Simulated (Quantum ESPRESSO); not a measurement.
# TaN (Pm-3m) in Quantum ESPRESSO: notebook

One crystal, TaN, is run at these levels: PBEsol; tasks: Wannier functions.

Everything below comes from runs of Quantum ESPRESSO 7.5. Logs are shortened: lines on timing, memory, paths and dates and some standing lists are left out, and cuts for length are marked.

### 1 Starting point

It takes space group Pm-3m (No. 221, cubic). Conventional cell: a = 2.732 Å, b = 2.732 Å, c = 2.732 Å, α = 90.00°, β = 90.00°, γ = 90.00°. Around Ta (site symmetry m-3m) lie 8 N at 2.37 Å. N (site symmetry m-3m) has 8 Ta at 2.37 Å as nearest neighbours.

The cell comes from a database or a generator and needn't be the stable form of this composition.

### 2 Wannier functions, PBEsol

Input file pw.in:

```
&CONTROL
  calculation = 'scf'
  prefix = 'pwscf'
  outdir = './tmp'
  pseudo_dir = './pseudo'
  tprnfor = .true.
  tstress = .true.
  disk_io = 'low'
/
&SYSTEM
  ibrav = 0
  nat = 2
  ntyp = 2
  ecutwfc = 56
  ecutrho = 448
  nbnd = 15
  occupations = 'smearing'
  smearing = 'fd'
  degauss = 0.00367493
/
&ELECTRONS
  conv_thr = 4d-10
  electron_maxstep = 120
  mixing_beta = 0.5
/
ATOMIC_SPECIES
Ta   180.9479 ta_pbesol_v1.uspp.F.UPF
N     14.0070 n_pbesol_v1.2.uspp.F.UPF
CELL_PARAMETERS bohr
   5.1633132223    0.0000000000    0.0000000000
   0.0000000000    5.1633132223    0.0000000000
   0.0000000000    0.0000000000    5.1633132223
ATOMIC_POSITIONS bohr
Ta     0.0000000000    0.0000000000    0.0000000000
N      2.5816566112    2.5816566112    2.5816566112
K_POINTS automatic
8 8 8 0 0 0
```

Input file nscf.in:

```
&CONTROL
  calculation = 'nscf'
  prefix = 'pwscf'
  outdir = './tmp'
  pseudo_dir = './pseudo'
  disk_io = 'low'
/
&SYSTEM
  ibrav = 0
  nat = 2
  ntyp = 2
  ecutwfc = 56
  ecutrho = 448
  nbnd = 26
  occupations = 'smearing'
  smearing = 'fd'
  degauss = 0.00367493
  nosym = .true.
  noinv = .true.
/
&ELECTRONS
  conv_thr = 1d-09
  electron_maxstep = 120
  mixing_beta = 0.5
  diago_full_acc = .true.
  startingwfc = 'random'
/
ATOMIC_SPECIES
Ta   180.9479 ta_pbesol_v1.uspp.F.UPF
N     14.0070 n_pbesol_v1.2.uspp.F.UPF
CELL_PARAMETERS bohr
   5.1633132223    0.0000000000    0.0000000000
   0.0000000000    5.1633132223    0.0000000000
   0.0000000000    0.0000000000    5.1633132223
ATOMIC_POSITIONS bohr
Ta     0.0000000000    0.0000000000    0.0000000000
N      2.5816566112    2.5816566112    2.5816566112
K_POINTS crystal
216
  0.00000000   0.00000000   0.00000000 4.62962963e-03
  0.00000000   0.00000000   0.16666667 4.62962963e-03
  0.00000000   0.00000000   0.33333333 4.62962963e-03
  0.00000000   0.00000000   0.50000000 4.62962963e-03
  0.00000000   0.00000000   0.66666667 4.62962963e-03
  0.00000000   0.00000000   0.83333333 4.62962963e-03
[... 208 lines left out ...]
  0.83333333   0.83333333   0.66666667 4.62962963e-03
  0.83333333   0.83333333   0.83333333 4.62962963e-03
```

Input file pw2wan.in:

```
&INPUTPP
  prefix = 'pwscf'
  outdir = './tmp'
  seedname = 'w'
  write_mmn = .true.
  write_amn = .true.
/
```

Input file bands.in:

```
&CONTROL
  calculation = 'bands'
  prefix = 'pwscf'
  outdir = './tmp'
  pseudo_dir = './pseudo'
  disk_io = 'low'
/
&SYSTEM
  ibrav = 0
  nat = 2
  ntyp = 2
  ecutwfc = 56
  ecutrho = 448
  nbnd = 26
  occupations = 'smearing'
  smearing = 'fd'
  degauss = 0.00367493
/
&ELECTRONS
  conv_thr = 1d-08
  electron_maxstep = 120
  mixing_beta = 0.5
  diago_full_acc = .true.
  startingwfc = 'random'
/
ATOMIC_SPECIES
Ta   180.9479 ta_pbesol_v1.uspp.F.UPF
N     14.0070 n_pbesol_v1.2.uspp.F.UPF
CELL_PARAMETERS bohr
   5.1633132223    0.0000000000    0.0000000000
   0.0000000000    5.1633132223    0.0000000000
   0.0000000000    0.0000000000    5.1633132223
ATOMIC_POSITIONS bohr
Ta     0.0000000000    0.0000000000    0.0000000000
N      2.5816566112    2.5816566112    2.5816566112
K_POINTS crystal
71
  0.00000000   0.00000000   0.00000000 1
  0.00000000   0.05555600   0.00000000 1
  0.00000000   0.11111100   0.00000000 1
  0.00000000   0.16666700   0.00000000 1
  0.00000000   0.22222200   0.00000000 1
  0.00000000   0.27777800   0.00000000 1
[... 63 lines left out ...]
  0.50000000   0.50000000   0.44444400 1
  0.50000000   0.50000000   0.50000000 1
```

Input file w.win:

```
num_wann = 13
num_bands = 22
guiding_centres = true
dis_froz_max = 22.83
dis_num_iter = 600
dis_mix_ratio = 0.5
dis_conv_tol = 1.0d-9
num_iter = 1200
conv_tol = 1.0d-8
conv_window = 4
num_print_cycles = 200
fermi_energy = 21.8315
bands_plot = true
write_hr = true
mp_grid = 6 6 6
exclude_bands = 1-4
begin projections
Ta: s;p;d
N: s;p
end projections
begin unit_cell_cart
ang
  2.7323076900   0.0000000000   0.0000000000
  0.0000000000   2.7323076900   0.0000000000
  0.0000000000   0.0000000000   2.7323076900
end unit_cell_cart
begin atoms_frac
Ta   0.0000000000   0.0000000000   0.0000000000
N    0.5000000000   0.5000000000   0.5000000000
end atoms_frac
begin kpoint_path
G   0.0000000000   0.0000000000   0.0000000000  X   0.0000000000   0.5000000000   0.0000000000
X   0.0000000000   0.5000000000   0.0000000000  M   0.5000000000   0.5000000000   0.0000000000
M   0.5000000000   0.5000000000   0.0000000000  G   0.0000000000   0.0000000000   0.0000000000
G   0.0000000000   0.0000000000   0.0000000000  R   0.5000000000   0.5000000000   0.5000000000
R   0.5000000000   0.5000000000   0.5000000000  X   0.0000000000   0.5000000000   0.0000000000
M   0.5000000000   0.5000000000   0.0000000000  R   0.5000000000   0.5000000000   0.5000000000
end kpoint_path
bands_num_points = 9
begin kpoints
  0.00000000   0.00000000   0.00000000
  0.00000000   0.00000000   0.16666667
  0.00000000   0.00000000   0.33333333
  0.00000000   0.00000000   0.50000000
  0.00000000   0.00000000   0.66666667
  0.00000000   0.00000000   0.83333333
[... 208 lines left out ...]
  0.83333333   0.83333333   0.66666667
  0.83333333   0.83333333   0.83333333
end kpoints
```

Potentials or basis: GBRV 1.5 PBEsol.

Command:

```console
> OMP_NUM_THREADS=1 pw.x -in pw.in > pw.out
> OMP_NUM_THREADS=1 pw.x -in nscf.in > nscf.out
> wannier90.x -pp w
> OMP_NUM_THREADS=1 pw2wannier90.x -in pw2wan.in > pw2wan.out
> wannier90.x w
> OMP_NUM_THREADS=1 pw.x -in bands.in > bands.out
```

pw.out:

```text
This program is part of the open-source Quantum ESPRESSO suite
     for quantum simulation of materials; please cite
         "P. Giannozzi et al., J. Phys.:Condens. Matter 21 395502 (2009);
         "P. Giannozzi et al., J. Phys.:Condens. Matter 29 465901 (2017);
         "P. Giannozzi et al., J. Chem. Phys. 152 154105 (2020);
     in publications or presentations arising from this work. More details at

     Message from routine setup:
     using ibrav=0 with symmetry is DISCOURAGED, use correct ibrav instead

     G-vector sticks info
     --------------------
     sticks:   dense  smooth     PW     G-vecs:    dense   smooth      PW
     Sum         949     481    149                22119     7809    1419

     Using Slab Decomposition

     bravais-lattice index     =            0
     lattice parameter (alat)  =       5.1633  a.u.
     unit-cell volume          =     137.6529 (a.u.)^3
     number of atoms/cell      =            2
     number of atomic types    =            2
     number of electrons       =        18.00
     number of Kohn-Sham states=           15
     kinetic-energy cutoff     =      56.0000  Ry
     charge density cutoff     =     448.0000  Ry
     scf convergence threshold =      4.0E-10
     mixing beta               =       0.5000
     number of iterations used =            8  plain     mixing
     Exchange-correlation= SLA  PW   PSX  PSC
                           (   1   4  10   8   0   0   0)

     celldm(1)=   5.163313  celldm(2)=   0.000000  celldm(3)=   0.000000
     celldm(4)=   0.000000  celldm(5)=   0.000000  celldm(6)=   0.000000

     crystal axes: (cart. coord. in units of alat)
               a(1) = (   1.000000   0.000000   0.000000 )
               a(2) = (   0.000000   1.000000   0.000000 )
               a(3) = (   0.000000   0.000000   1.000000 )

     reciprocal axes: (cart. coord. in units 2 pi/alat)
               b(1) = (  1.000000  0.000000  0.000000 )
               b(2) = (  0.000000  1.000000  0.000000 )
               b(3) = (  0.000000  0.000000  1.000000 )

     PseudoPot. # 1 for Ta read from file:
     ta_pbesol_v1.uspp.F.UPF
     Pseudo is Ultrasoft + core correction, Zval = 13.0
     Generated by new atomic code, or converted to UPF format
     Using radial grid of  921 points,  7 beta functions with:
                l(1) =   0
                l(2) =   0
                l(3) =   1
                l(4) =   1
                l(5) =   2
                l(6) =   2
                l(7) =   3
     Q(r) pseudized with  6 coefficients,  rinner =    1.300   1.300   1.300
                                                       1.300   1.300   1.300
                                                       1.300

     PseudoPot. # 2 for N  read from file:
     n_pbesol_v1.2.uspp.F.UPF
     Pseudo is Ultrasoft + core correction, Zval =  5.0
     Generated by new atomic code, or converted to UPF format
     Using radial grid of  729 points,  4 beta functions with:
                l(1) =   0
                l(2) =   0
                l(3) =   1
                l(4) =   1
     Q(r) pseudized with  8 coefficients,  rinner =    0.900   0.900   0.900

     atomic species   valence    mass     pseudopotential
     Ta               13.00   180.94790     Ta( 1.00)
     N                 5.00    14.00700     N ( 1.00)

     48 Sym. Ops., with inversion, found

   Cartesian axes

     site n.     atom                  positions (alat units)
         1        Ta     tau(   1) = (   0.0000000   0.0000000   0.0000000  )
         2        N      tau(   2) = (   0.5000000   0.5000000   0.5000000  )

     number of k points=    35  Fermi-Dirac smearing, width (Ry)=  0.0037
                       cart. coord. in units 2pi/alat
        k(    1) = (   0.0000000   0.0000000   0.0000000), wk =   0.0039062
        k(    2) = (   0.0000000   0.0000000   0.1250000), wk =   0.0234375
        k(    3) = (   0.0000000   0.0000000   0.2500000), wk =   0.0234375
        k(    4) = (   0.0000000   0.0000000   0.3750000), wk =   0.0234375
        k(    5) = (   0.0000000   0.0000000  -0.5000000), wk =   0.0117188
        k(    6) = (   0.0000000   0.1250000   0.1250000), wk =   0.0468750
[... 27 lines left out ...]
        k(   34) = (   0.3750000  -0.5000000  -0.5000000), wk =   0.0234375
        k(   35) = (  -0.5000000  -0.5000000  -0.5000000), wk =   0.0039062

     Dense  grid:    22119 G-vectors     FFT dimensions: (  36,  36,  36)

     Smooth grid:     7809 G-vectors     FFT dimensions: (  25,  25,  25)

     Initial potential from superposition of free atoms

     starting charge      17.9990, renormalised to      18.0000

     negative rho (up, down):  9.294E-02 0.000E+00
     Starting wfcs are   17 randomized atomic wfcs

     Self-consistent Calculation

     iteration #  1     ecut=    56.00 Ry     beta= 0.50
     Davidson diagonalization with overlap
     ethr =  1.00E-02,  avg # of iterations =  3.4

     negative rho (up, down):  9.486E-02 0.000E+00

     total energy              =    -161.79679378 Ry
     estimated scf accuracy    <       0.31356480 Ry

     iteration #  2     ecut=    56.00 Ry     beta= 0.50
     Davidson diagonalization with overlap
     ethr =  1.74E-03,  avg # of iterations =  2.2
[... 60 lines left out ...]
     iteration #  9     ecut=    56.00 Ry     beta= 0.50
     Davidson diagonalization with overlap
     ethr =  5.82E-12,  avg # of iterations =  2.0

     negative rho (up, down):  9.765E-02 0.000E+00

     End of self-consistent calculation

          k = 0.0000 0.0000 0.0000 (   949 PWs)   bands (ev):

   -47.0831 -13.0763 -13.0763 -13.0763   3.5909  17.1195  17.1195  19.2474
    19.2474  19.2474  24.4664  25.9873  25.9873  25.9873  39.6788

          k = 0.0000 0.0000 0.1250 (   981 PWs)   bands (ev):

   -47.0696 -13.2914 -13.0572 -13.0572   3.9174  16.5192  17.2759  18.9246
    18.9246  19.5377  25.4191  26.0704  26.1576  26.1576  37.1823
[... 53 lines left out ...]
   -46.9263 -14.0640 -14.0298 -12.8631   5.8592  14.6343  16.0957  18.9004
    19.3788  23.0798  23.6191  24.6079  26.5184  30.5049  36.8539

          k = 0.0000 0.3750-0.5000 (   974 PWs)   bands (ev):

   -46.9130 -14.2181 -14.0122 -12.8456   5.8328  14.9958  16.0742  19.0215
    19.2026  23.1107  23.3165  23.6426  27.5132  32.2827  34.3854

          k = 0.0000-0.5000-0.5000 (   992 PWs)   bands (ev):

   -46.8997 -14.1813 -14.1813 -12.8285   5.7248  15.9792  15.9792  18.2525
    19.8933  22.6913  22.6913  22.8373  29.0286  33.4345  34.8854

          k = 0.1250 0.1250 0.1250 (   964 PWs)   bands (ev):

   -47.0427 -13.2855 -13.2288 -13.2288   4.4748  16.8291  16.8291  17.0104
    19.9959  19.9959  25.5010  25.7147  25.7147  27.9847  37.9351

          k = 0.1250 0.1250 0.2500 (   972 PWs)   bands (ev):
[... 31 lines left out ...]
   -46.9135 -14.0357 -14.0027 -13.0475   6.0076  14.5911  15.5610  18.0287
    20.0598  23.2503  23.4778  25.7428  26.7568  30.5745  36.8402

          k = 0.1250 0.3750-0.5000 (   974 PWs)   bands (ev):

   -46.9002 -14.1887 -13.9854 -13.0279   6.0080  14.8097  15.3532  18.3665
    19.6183  23.0406  23.4556  25.4163  27.6932  32.3728  33.9906

          k = 0.1250-0.5000-0.5000 (   992 PWs)   bands (ev):

   -46.8870 -14.1529 -14.1529 -13.0089   5.9375  15.3317  15.3317  18.1765
    19.1766  23.4591  23.4591  24.4202  29.0725  33.4712  34.4372

          k = 0.2500 0.2500 0.2500 (   973 PWs)   bands (ev):

   -46.9460 -13.6601 -13.5677 -13.5677   5.8696  15.4967  15.4967  16.3585
    21.7078  21.7078  24.1622  26.4535  26.4535  28.5084  39.0994

          k = 0.2500 0.2500 0.3750 (   978 PWs)   bands (ev):
[... 11 lines left out ...]
   -46.8824 -13.9667 -13.9363 -13.4746   6.3995  14.1396  14.4836  16.6066
    21.8679  23.5657  24.2652  27.1926  27.3175  30.2938  36.1472

          k = 0.2500 0.3750-0.5000 (   980 PWs)   bands (ev):

   -46.8692 -14.1168 -13.9200 -13.4506   6.4835  14.1000  14.1384  16.4197
    21.7900  24.2470  24.2681  27.2243  28.0337  32.3311  32.9685

          k = 0.2500-0.5000-0.5000 (   988 PWs)   bands (ev):

   -46.8561 -14.0835 -14.0835 -13.4274   6.5390  14.1064  14.1064  15.7113
    21.7759  25.1143  25.1143  26.4450  29.1801  33.1950  33.4302

          k = 0.3750 0.3750 0.3750 (   985 PWs)   bands (ev):

   -46.8511 -13.9069 -13.8689 -13.8689   6.8539  13.5889  13.5889  15.2241
    24.1818  24.9527  24.9527  27.8555  27.8555  30.1103  35.1381

          k = 0.3750 0.3750-0.5000 (   982 PWs)   bands (ev):

   -46.8381 -14.0437 -13.8644 -13.8406   7.0672  13.2540  13.4206  14.5905
    25.0165  25.2333  25.8453  28.0744  28.3408  31.8754  31.8910

          k = 0.3750-0.5000-0.5000 (   976 PWs)   bands (ev):

   -46.8251 -14.0130 -14.0130 -13.8245   7.3582  13.1322  13.1322  13.6686
    25.5810  26.9685  26.9685  27.7886  29.2903  31.4942  31.4942

          k =-0.5000-0.5000-0.5000 (   968 PWs)   bands (ev):

   -46.8122 -13.9834 -13.9834 -13.9834   7.8327  12.7736  12.7736  12.7736
    28.2471  28.2471  28.2471  29.3367  29.3367  30.2353  30.2353

     the Fermi energy is    21.8315 ev

!    total energy              =    -161.92045184 Ry
     estimated scf accuracy    <          3.1E-10 Ry
     smearing contrib. (-TS)   =      -0.00091606 Ry
     internal energy E=F+TS    =    -161.91953578 Ry

     The total energy is F=E-TS. E is the sum of the following terms:
     one-electron contribution =      -0.72287969 Ry
     hartree contribution      =      13.11350452 Ry
     xc contribution           =     -47.51417537 Ry
     ewald contribution        =    -126.79598524 Ry

     convergence has been achieved in   9 iterations

     negative rho (up, down):  9.765E-02 0.000E+00

     Forces acting on atoms (cartesian axes, Ry/au):

     atom    1 type  1   force =     0.00000000    0.00000000    0.00000000
     atom    2 type  2   force =     0.00000000    0.00000000    0.00000000

     Total force =     0.000000     Total SCF correction =     0.000000

     Computing stress (Cartesian axis) and pressure

     negative rho (up, down):  9.765E-02 0.000E+00
          total   stress  (Ry/bohr**3)                   (kbar)     P=      -22.47
  -0.00015275   0.00000000   0.00000000          -22.47        0.00        0.00
   0.00000000  -0.00015275   0.00000000            0.00      -22.47        0.00
   0.00000000   0.00000000  -0.00015275            0.00        0.00      -22.47

=------------------------------------------------------------------------------=
   JOB DONE.
=------------------------------------------------------------------------------=
```

Run time: 3.2 min. Hardware: 1 thread of Arm Neoverse V1, shared host; peak memory 0.18 GiB.

What came out:

| Item | Value |
| --- | --- |
| Free energy | -2203.0400 eV |
| Pressure | -2.2 GPa |
| Band gap on the k mesh | none (metal or under the smearing width) |
| Total Wannier spread | 12.72 Å² over 13 functions |
| RMS miss of the Wannier bands | 0.017 eV |

Levels at the corners of the path, in eV from the Fermi level:
```tsv
point	band 7	band 8	band 9	band 10	band 11	band 12
Γ	-4.71	-2.58	-2.58	-2.58	2.63	4.16
X	-4.54	-4.54	-3.47	4.13	4.76	5.51
M	-5.85	-3.58	-1.94	0.86	0.86	1.01
Γ	-4.71	-2.58	-2.58	-2.58	2.63	4.16
R	-9.06	-9.06	6.42	6.42	6.42	7.51
X	-4.54	-4.54	-3.47	4.13	4.76	5.51
M	-5.85	-3.58	-1.94	0.86	0.86	1.01
R	-9.06	-9.06	6.42	6.42	6.42	7.51
```

Wannier functions:
```
function  nearest atom  distance (Å)  spread (Å²)  on-site energy from the reference level (eV)
       1          1 Ta          0.74         1.23                                          6.88
       2          1 Ta          0.74         1.25                                          7.11
       3          1 Ta          0.71         1.21                                          6.35
       4          1 Ta          0.76         1.27                                          7.62
       5          1 Ta          0.05         1.07                                          2.22
       6          1 Ta          0.76         1.26                                          7.60
       7          1 Ta          0.72         1.26                                          7.03
       8          1 Ta          0.03         1.07                                          2.19
       9          1 Ta          0.73         1.24                                          6.95
      10           2 N          0.31         0.46                                         -3.03
      11           2 N          0.31         0.46                                         -3.00
      12           2 N          0.31         0.46                                         -2.99
      13           2 N          0.31         0.46                                         -2.99
```

Parts of the spread (Å²): invariant 10.54, diagonal 0.007, off-diagonal 2.17, total 12.72. Against the direct bands the interpolation misses by 17 meV (root mean square) and 196 meV at most, for states up to 1 eV over the reference level.

Caveat: spin-orbit coupling is left out, which moves the levels of the heavy elements; the Wannier minimisation didn't converge.

(Continued in part 2 of 3.)
